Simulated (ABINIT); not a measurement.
**A GW run on BeTe (F-43m) in ABINIT, with inputs changed**

Aim: change inputs of a GW run on BeTe (F-43m) and see what moves.

Calculated with ABINIT 10.8.3; PBE and many-body steps on it, plane waves.

### Step 1. Set-up

Symmetry: F-43m, No. 216, cubic system. Conventional cell: a = 5.663 Å, b = 5.663 Å, c = 5.663 Å, α = 90.00°, β = 90.00°, γ = 90.00°. Nearest to Be lie 4 Te at 2.45 Å. Te has 4 Be at 2.45 Å nearest. Farther neighbours and most contacts between anions are not listed.

The cell and positions are those that the Materials Project relaxed with its own functionals (PBE, PBE+U or r2SCAN), kept fixed. Spin-orbit coupling is left out unless a step names it.

### Step 2. Screening, 4×4×4 mesh, 74 bands, screening to 136.1 eV

This step: ABINIT 10.8.3; RPA screening on PBE, plane waves, norm-conserving pseudopotentials.

The RPA dielectric matrix is built and inverted for each q.

Input file run.abi:

```
acell 3*1.0 Angstrom
rprim 
  -0.000000000000 2.831458787600 2.831458787600
  2.831458787600 0.000000000000 2.831458787600
  2.831458787600 2.831458787600 0.000000000000
ntypat 2
znucl 4 52
natom 2
typat 1 2
xred 
  0.000000000000 0.000000000000 0.000000000000
  0.750000000000 0.750000000000 0.750000000000
pp_dirpath "pseudos"
pseudos "Be.upf, Te.upf"
ecut 49
ngkpt 4 4 4
nshiftk 1
shiftk 0 0 0
kptopt 1
chksymbreak 0
istwfk *1
occopt 1
irdwfk 1
optdriver 3
nband 74
ecuteps 5
inclvkb 2
awtr 1
symchi 1
indata_prefix "in"
outdata_prefix "out"
tmpdata_prefix "tmp"
```

On the command line:

```console
$ OMP_NUM_THREADS=1 mpirun -n 8 abinit run.abi > log
```

What it wrote:

```text
.Version 10.8.3 of ABINIT. v10.8.2 released Aug 2026.

 Symmetries : space group F-4 3 m (#216); Bravais cF (face-center cubic)
[... echo of the input left out ...]
== DATASET  1 ==================================================================
-   mpi_nproc: 8, omp_nthreads: 1 (-1 if OMP is not activated)

--- !DatasetInfo
iteration_state: {dtset: 1, }
dimensions: {natom: 2, nkpt: 8, mband: 74, nsppol: 1, nspinor: 1, nspden: 1, mpw: 5044, }
cutoff_energies: {ecut:  49.0, pawecutdg:  -1.0, }
electrons: {nelect:   2.80000000E+01, charge:   0.00000000E+00, occopt:   1.00000000E+00, tsmear:   1.00000000E-02, }

 SCREENING: Calculation of the susceptibility and dielectric matrices

 Based on a program developped by R.W. Godby, V. Olevano, G. Onida, and L. Reining.
 Incorporated in ABINIT by V. Olevano, G.-M. Rignanese, and M. Torrent.
.Using double precision arithmetic ; gwpc =  8

[... cell and pseudopotentials left out ...]
--------------------------------------------------------------------------------

 ==== K-mesh for the wavefunctions ====
 Number of points in the irreducible wedge :     8
[... list of points left out ...]
 Together with 24 symmetry operations and time-reversal symmetry
 yields    64 points in the full Brillouin Zone.

 ==== Q-mesh for the screening function ====
 Number of points in the irreducible wedge :     8
[... list of points left out ...]
 Together with 24 symmetry operations and time-reversal symmetry
 yields    64 points in the full Brillouin Zone.

 setmesh: FFT mesh size selected  =    32x   32x   32
          total number of points  =        32768

 vcoul_init : cutoff-mode = AUXILIARY_FUNCTION
 q-points for optical limit:   1
     1)      0.000010    0.000020    0.000030

- screening: taking advantage of time-reversal symmetry
- Maximum band index for partially occupied states nbvw = 14
- Remaining bands to be divided among processors   nbcw = 60
- Number of bands treated by each node ~7

 Number of electrons calculated from density =   28.0000; Expected =   28.0000
 average of density, n =  0.091390
 r_s =    1.3772
 omega_plasma =   29.1612 [eV]

 calculating chi0 at frequencies [eV] :
  1    0.000000E+00    0.000000E+00
  2    0.000000E+00    2.916124E+01

--------------------------------------------------------------------------------
  q-point number  1        q = ( 0.000000, 0.000000, 0.000000) [r.l.u.]
--------------------------------------------------------------------------------
[... chi0 elements left out ...]
 For q-point:  0.000010 0.000020 0.000030
  dielectric constant =   8.9869
  dielectric constant without local fields =  10.3154

  Average fulfillment of the sum rule on Im[epsilon] for q-point    1 :     57.26  [%]
[... wings left out ...]
  q-point number  2        q = ( 0.250000, 0.000000, 0.000000) [r.l.u.]
--------------------------------------------------------------------------------
[... chi0 elements left out ...]
  Average fulfillment of the sum rule on Im[epsilon] for q-point    2 :     69.67  [%]

 [... 6 further q-points ...]
```

Run time: 14 s. Hardware: 8 MPI ranks of Arm Neoverse V1, shared host; peak memory 1.5 GiB; 1.9 min of CPU time.

Numbers from this step:

```
ε∞ with local fields, on this mesh, along the program's q direction : 8.987
the same without local fields                                       : 10.32
plasma frequency                                                    : 29.16 eV
plane waves in the screening matrix                                 : 169
```

Local fields lower ε∞ by 13 %. On a Γ-centred mesh this coarse the value itself is usually too large, while a short band sum pulls it down.

### Step 3. Base

The self-energy is evaluated for the states that the input lists, and the levels follow from it, in one-shot runs by the linearised quasiparticle equation.

This step: G0W0 on PBE, plane waves, norm-conserving pseudopotentials.

Edit run.abi of step 2 so:

```diff
@@ -23,8 +23,17 @@
 irdwfk 1
-optdriver 3
+optdriver 4
 nband 74
+gwcalctyp 0
+ecutsigx 49
+symsigma 1
+nkptgw 2
+kptgw 
+  0.0000000000 0.0000000000 0.0000000000
+  0.5000000000 0.5000000000 0.0000000000
+bdgw 
+  12 17
+  13 16
 ecuteps 5
-inclvkb 2
-awtr 1
-symchi 1
+irdscr 1
+ppmodel 1
 indata_prefix "in"
```

What it wrote:

```text
.Version 10.8.3 of ABINIT. v10.8.2 released Aug 2026.

 Symmetries : space group F-4 3 m (#216); Bravais cF (face-center cubic)
[... echo of the input left out ...]
== DATASET  1 ==================================================================
-   mpi_nproc: 8, omp_nthreads: 1 (-1 if OMP is not activated)

--- !DatasetInfo
iteration_state: {dtset: 1, }
dimensions: {natom: 2, nkpt: 8, mband: 74, nsppol: 1, nspinor: 1, nspden: 1, mpw: 5044, }
cutoff_energies: {ecut:  49.0, pawecutdg:  -1.0, }
electrons: {nelect:   2.80000000E+01, charge:   0.00000000E+00, occopt:   1.00000000E+00, tsmear:   1.00000000E-02, }

 SIGMA: Calculation of the GW corrections

 Based on a program developped by R.W. Godby, V. Olevano, G. Onida, and L. Reining.
 Incorporated in ABINIT by V. Olevano, G.-M. Rignanese, and M. Torrent.
.Using double precision arithmetic ; gwpc =  8

[... cell and pseudopotentials left out ...]
--------------------------------------------------------------------------------

 ==== K-mesh for the wavefunctions ====
 Number of points in the irreducible wedge :     8
[... list of points left out ...]
 Together with 24 symmetry operations and time-reversal symmetry
 yields    64 points in the full Brillouin Zone.

 ==== Q-mesh for screening function ====
 Number of points in the irreducible wedge :     8
[... list of points left out ...]
 Together with 24 symmetry operations and time-reversal symmetry
 yields    64 points in the full Brillouin Zone.

 vcoul_init : cutoff-mode = AUXILIARY_FUNCTION
 q-points for optical limit:   1
     1)      0.000010    0.000020    0.000030
 setmesh: FFT mesh size selected  =    48x   48x   48
          total number of points  =       110592

 Number of electrons calculated from density =   28.0000; Expected =   28.0000
 average of density, n =  0.091390
 r_s =    1.3772
 omega_plasma =   29.1612 [eV]

 === KS Band Gaps ===
  >>>> For spin  1
   Minimum direct gap =   3.6438 [eV], located at k-point      :   0.0000  0.0000  0.0000
   Fundamental gap    =   2.0272 [eV], Top of valence bands at :   0.0000  0.0000  0.0000
                                       Bottom of conduction at :   0.5000  0.5000  0.0000
 SIGMA fundamental parameters:
 PLASMON POLE MODEL  1
 number of plane-waves for SigmaX                 5029
 number of plane-waves for SigmaC and W            169
 number of plane-waves for wavefunctions          5029
 number of bands                                    74
 number of independent spin polarizations            1
 number of spinorial components                      1
 number of k-points in IBZ                           8
 number of q-points in IBZ                           8
 number of symmetry operations                      24
 number of k-points in BZ                           64
 number of q-points in BZ                           64
 number of frequencies for dSigma/dE                 9
 frequency step for dSigma/dE [eV]                0.25
 number of omega for Sigma on real axis              0
 max omega for Sigma on real axis  [eV]           0.00
 zcut for avoiding poles [eV]                     0.10

 EPSILON^-1 parameters (SCR file):
 dimension of the eps^-1 matrix on file            169
 dimension of the eps^-1 matrix used               169
 number of plane-waves for wavefunctions          5029
 number of bands                                    74
 number of q-points in IBZ                           8
 number of frequencies                               2
 number of real frequencies                          1
 number of imag frequencies                          1

 matrix elements of self-energy operator (all in [eV])

 Perturbative Calculation

--- !SelfEnergy_ee
iteration_state: {dtset: 1, }
kpoint     : [   0.000,    0.000,    0.000, ]
spin       : 1
KS_gap     :    3.644
QP_gap     :    4.614
Delta_QP_KS:    0.970
data: !SigmaeeData |
     Band     E0 <VxcDFT>   SigX SigC(E0)      Z dSigC/dE  Sig(E)    E-E0       E
       12   5.603 -13.365 -15.205   1.210   0.806  -0.241 -13.872  -0.507   5.096
       13   5.603 -13.365 -15.205   1.210   0.806  -0.241 -13.872  -0.507   5.096
       14   5.603 -13.365 -15.205   1.210   0.806  -0.241 -13.872  -0.507   5.096
       15   9.247 -10.410  -5.838  -3.996   0.804  -0.243  -9.947   0.463   9.710
       16   9.247 -10.410  -5.838  -3.996   0.804  -0.243  -9.947   0.463   9.710
       17   9.247 -10.410  -5.838  -3.996   0.804  -0.243  -9.947   0.463   9.710

--- !SelfEnergy_ee
iteration_state: {dtset: 1, }
kpoint     : [   0.500,    0.500,    0.000, ]
spin       : 1
KS_gap     :    4.605
QP_gap     :    5.510
Delta_QP_KS:    0.905
data: !SigmaeeData |
     Band     E0 <VxcDFT>   SigX SigC(E0)      Z dSigC/dE  Sig(E)    E-E0       E
       13   3.025 -11.868 -14.670   1.870   0.792  -0.263 -12.606  -0.738   2.287
       14   3.025 -11.868 -14.670   1.870   0.792  -0.263 -12.606  -0.738   2.287
       15   7.630  -8.950  -5.056  -3.689   0.818  -0.223  -8.782   0.168   7.798
       16   8.313  -9.805  -5.781  -3.707   0.812  -0.231  -9.547   0.258   8.570

== END DATASET(S) ==============================================================
================================================================================

 -outvars: echo values of variables after computation  --------
           etotal      0.0000000000E+00
            nband          74
             nkpt           8
          spgroup         216
 [... the other variables as echoed above ...]

 Calculation completed.
```

The job ended after 4.7 s (8 MPI ranks; peak memory 1.3 GiB; 37 s of CPU time).

Numbers from this step:

```
G0W0 gap on the points computed              : 2.702 eV
starting gap on the mesh                     : 2.027 eV
k of the valence top                         : 0, 0, 0
k of the conduction bottom                   : 0.5, 0.5, 0
Z at the valence top                         : 0.806
Z at the conduction bottom                   : 0.818
least direct G0W0 gap on the computed points : 4.614 eV
```

The gap on the mesh goes from 2.03 eV to 2.70 eV, a correction of +0.67 eV.

### Step 4. Broadening of the poles

Edit run.abi of step 3 so:

```diff
@@ -38,2 +38,3 @@
 ppmodel 1
+zcut 0.01 eV
 indata_prefix "in"
```

What it wrote:

```text
.Version 10.8.3 of ABINIT. v10.8.2 released Aug 2026.

 Symmetries : space group F-4 3 m (#216); Bravais cF (face-center cubic)
[... echo of the input left out ...]
== DATASET  1 ==================================================================
-   mpi_nproc: 8, omp_nthreads: 1 (-1 if OMP is not activated)

--- !DatasetInfo
iteration_state: {dtset: 1, }
dimensions: {natom: 2, nkpt: 8, mband: 74, nsppol: 1, nspinor: 1, nspden: 1, mpw: 5044, }
cutoff_energies: {ecut:  49.0, pawecutdg:  -1.0, }
electrons: {nelect:   2.80000000E+01, charge:   0.00000000E+00, occopt:   1.00000000E+00, tsmear:   1.00000000E-02, }

 SIGMA: Calculation of the GW corrections

 Based on a program developped by R.W. Godby, V. Olevano, G. Onida, and L. Reining.
 Incorporated in ABINIT by V. Olevano, G.-M. Rignanese, and M. Torrent.
.Using double precision arithmetic ; gwpc =  8

[... cell and pseudopotentials left out ...]
--------------------------------------------------------------------------------

 ==== K-mesh for the wavefunctions ====
 Number of points in the irreducible wedge :     8
[... list of points left out ...]
 Together with 24 symmetry operations and time-reversal symmetry
 yields    64 points in the full Brillouin Zone.

 ==== Q-mesh for screening function ====
 Number of points in the irreducible wedge :     8
[... list of points left out ...]
 Together with 24 symmetry operations and time-reversal symmetry
 yields    64 points in the full Brillouin Zone.

 vcoul_init : cutoff-mode = AUXILIARY_FUNCTION
 q-points for optical limit:   1
     1)      0.000010    0.000020    0.000030
 setmesh: FFT mesh size selected  =    48x   48x   48
          total number of points  =       110592

 Number of electrons calculated from density =   28.0000; Expected =   28.0000
[...]
number of omega for Sigma on real axis              0
 max omega for Sigma on real axis  [eV]           0.00
 zcut for avoiding poles [eV]                     0.01

 EPSILON^-1 parameters (SCR file):
 dimension of the eps^-1 matrix on file            169
 dimension of the eps^-1 matrix used               169
 number of plane-waves for wavefunctions          5029
 number of bands                                    74
 number of q-points in IBZ                           8
 number of frequencies                               2
 number of real frequencies                          1
 number of imag frequencies                          1

 matrix elements of self-energy operator (all in [eV])

 Perturbative Calculation

--- !SelfEnergy_ee
iteration_state: {dtset: 1, }
kpoint     : [   0.000,    0.000,    0.000, ]
spin       : 1
KS_gap     :    3.644
QP_gap     :    4.614
Delta_QP_KS:    0.970
data: !SigmaeeData |
     Band     E0 <VxcDFT>   SigX SigC(E0)      Z dSigC/dE  Sig(E)    E-E0       E
       12   5.603 -13.365 -15.205   1.210   0.806  -0.241 -13.872  -0.507   5.096
       13   5.603 -13.365 -15.205   1.210   0.806  -0.241 -13.872  -0.507   5.096
       14   5.603 -13.365 -15.205   1.210   0.806  -0.241 -13.872  -0.507   5.096
[...]
--- !SelfEnergy_ee
iteration_state: {dtset: 1, }
kpoint     : [   0.500,    0.500,    0.000, ]
spin       : 1
KS_gap     :    4.605
QP_gap     :    5.511
Delta_QP_KS:    0.906
data: !SigmaeeData |
     Band     E0 <VxcDFT>   SigX SigC(E0)      Z dSigC/dE  Sig(E)    E-E0       E
[...]
15   7.630  -8.950  -5.056  -3.689   0.818  -0.223  -8.782   0.168   7.798
       16   8.313  -9.805  -5.781  -3.707   0.812  -0.231  -9.547   0.258   8.570

== END DATASET(S) ==============================================================
================================================================================

 -outvars: echo values of variables after computation  --------
           etotal      0.0000000000E+00
            nband          74
             nkpt           8
          spgroup         216
 [... the other variables as echoed above ...]

 Calculation completed.
```

Wall time 4.7 s (8 MPI ranks); peak memory 1.3 GiB.

Numbers from this step:

| Quantity | Value |
| --- | --- |
| G0W0 gap on the points computed | 2.702 eV |
| starting gap on the mesh | 2.027 eV |
| k of the valence top | 0, 0, 0 |
| k of the conduction bottom | 0.5, 0.5, 0 |
| Z at the valence top | 0.806 |
| Z at the conduction bottom | 0.818 |
| least direct G0W0 gap on the computed points | 4.614 eV |

Against G0W0 in ABINIT (4×4×4 mesh, 74 bands, screening to 136.1 eV, Godby-Needs plasmon pole), the gap moves by +0.000 eV.

### Step 5. No symmetry in the self-energy

Edit run.abi of step 4 so:

```diff
@@ -27,3 +27,3 @@
 ecutsigx 49
-symsigma 1
+symsigma 0
 nkptgw 2
@@ -38,3 +38,2 @@
 ppmodel 1
-zcut 0.01 eV
 indata_prefix "in"
```

What it wrote:

```text
.Version 10.8.3 of ABINIT. v10.8.2 released Aug 2026.

 Symmetries : space group F-4 3 m (#216); Bravais cF (face-center cubic)
[... echo of the input left out ...]
== DATASET  1 ==================================================================
-   mpi_nproc: 8, omp_nthreads: 1 (-1 if OMP is not activated)

--- !DatasetInfo
iteration_state: {dtset: 1, }
dimensions: {natom: 2, nkpt: 8, mband: 74, nsppol: 1, nspinor: 1, nspden: 1, mpw: 5044, }
cutoff_energies: {ecut:  49.0, pawecutdg:  -1.0, }
[...]
Band     E0 <VxcDFT>   SigX SigC(E0)      Z dSigC/dE  Sig(E)    E-E0       E
[...]
15   7.630  -8.950  -5.056  -3.689   0.818  -0.223  -8.782   0.168   7.798
       16   8.313  -9.805  -5.781  -3.707   0.812  -0.231  -9.547   0.258   8.570

== END DATASET(S) ==============================================================
================================================================================

 -outvars: echo values of variables after computation  --------
           etotal      0.0000000000E+00
            nband          74
             nkpt           8
          spgroup         216
 [... the other variables as echoed above ...]

 Calculation completed.
```

The job ended after 16 s (8 MPI ranks; peak memory 1.4 GiB; 2.1 min of CPU time).

This step gave:

```yaml
g0w0_gap_on_the_points_computed: 2.702 eV
starting_gap_on_the_mesh: 2.027 eV
k_of_the_valence_top: 0, 0, 0
k_of_the_conduction_bottom: 0.5, 0.5, 0
least_direct_g0w0_gap_on_the_computed_points: 4.614 eV
```

Against G0W0 in ABINIT (4×4×4 mesh, 74 bands, screening to 136.1 eV, Godby-Needs plasmon pole), the gap moves by +0.000 eV.

[end of part 1 of 2]

[Paths, hosts, dates, memory and timing lines, banners, echoed tables and standing remarks are left out of the program output.]

[Logs are printed without paths, hosts, clocks, repeated set-up lines and the standing remarks that a program may print on its own settings, such as how far it seeks lower states.]

[Runs of the session that timed out or met a known fault of the program may be left out.]

[Hosts, paths, dates, database ids (printed as entryN), source tags and the programs' standing remarks are cut or masked in the printed files.]

[G0W0 gaps are taken among the corrected bands and points alone; a level outside them can change the order at an edge.]

[Where Ansatz stands beside ABINIT at settings called matched, ABINIT's density can come from a denser mesh and the files from another edition; pairs whose starting gaps differed by over 0.03 eV were left out, so agreement reads better than it is.]
